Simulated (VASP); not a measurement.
From VASP inputs to Ansatz: NaI (strained zincblende)

INCAR

```
LREAL = .FALSE.
SIGMA = 0.02
EDIFF = 1E-7
ENCUT = 520
NSW = 0
LASPH = .TRUE.
IBRION = -1
LCHARG = .FALSE.
NBANDS = 14
PREC = Accurate
LWAVE = .FALSE.
ISIF = 2
NELM = 120
GGA = PE
ISMEAR = -1
```

KPOINTS

```
KPOINTS created by Atomic Simulation Environment
0
Gamma
6 6 6
0 0 0
```

KPOINTS_OPT

```
special points
6
Reciprocal
0.0000000000 0.0000000000 0.0000000000 1
-0.5000000000 -0.5000000000 0.0000000000 1
-0.3750000000 -0.3750000000 0.2500000000 1
-0.3750000000 0.0000000000 0.3750000000 1
0.0000000000 0.0000000000 0.5000000000 1
-0.5000000000 -0.2500000000 0.2500000000 1
```

POSCAR

```
Na I
 1.0000000000000000
     0.0000000000000000    3.5431916337999998    3.5431916337999998
     3.5963395082999998    0.0000000000000000    3.5431916337999998
     3.5963395082999998    3.5431916337999998    0.0000000000000000
 Na  I
   1   1
Cartesian
  0.0000000000000000  0.0000000000000000  0.0000000000000000
  1.7981697541499999  1.7715958168999999  1.7715958168999999
```

VASP ran with the recommended PBE PAW datasets (14 valence electrons in the cell).

Problem. Translate these files to an Ansatz input.

Solution. 

```yaml
crystal:
  lattice:
    - [0.0, 3.5431916338, 3.5431916338]
    - [3.5963395083, 0.0, 3.5431916338]
    - [3.5963395083, 3.5431916338, 0.0]
  atoms:
    - { symbol: Na, position: [0.0, 0.0, 0.0] }
    - { symbol: I, position: [0.25, 0.25, 0.25] }
kpoints:
  mp_grid: { grid: [6, 6, 6] }
  band_path:
    path:
      - [0.0, 0.0, 0.0]
      - [-0.5, -0.5, 0.0]
      - [-0.375, -0.375, 0.25]
      - [-0.375, 0.0, 0.375]
      - [0.0, 0.0, 0.5]
      - [-0.5, -0.25, 0.25]
    npoints: 1
hamiltonian:
  xc: pbe
scf:
  occupations: { method: fermi_dirac, width: 0.02 }
  n_extra_bands: 4
output:
  forces: true
  stress: true
  eigenvalues: true
```

Other inputs would serve too.

```csv
,VASP,Ansatz
gap between bands v and c,3.79 eV,3.79 eV
least direct gap,3.79 eV,3.79 eV
pressure,0.2 GPa,0.2 GPa
```

Datasets and cutoffs are each program's own. VASP's cell holds 14 valence electrons and Ansatz's 26. Ansatz's stress includes a Pulay correction; VASP's doesn't.
